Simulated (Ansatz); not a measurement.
Relativistic treatment of TePb

```
CELL_PARAMETERS angstrom
4.00229 0.00000 0.00000
0.00000 4.00229 0.00000
0.00000 0.00000 4.00229
ATOMIC_POSITIONS crystal
Te 0.50000 0.50000 0.50000
Pb 0.00000 0.00000 0.00000
```

Atoms are numbered in the order listed.

Structure from Materials Project entry mp-20943 (possibly hypothetical), not relaxed further.

One fixed cell is solved with PBE by PAW (frozen-core files) in Ansatz 0.2.0 under different relativistic treatments. Pressure is positive in compression.

The runs use a Γ-centred 10×10×10 k mesh, Fermi–Dirac smearing of 0.08 eV, cutoff 420 eV, no spin polarisation.

| setting | P (GPa) | lowest level at Γ above −25 eV, from the valence-band top or, without a gap, the Fermi level (eV) |
| --- | --- | --- |
| scalar-relativistic | -0.24 | -17.07 |
| with spin–orbit coupling | -0.19 | -18.28 |
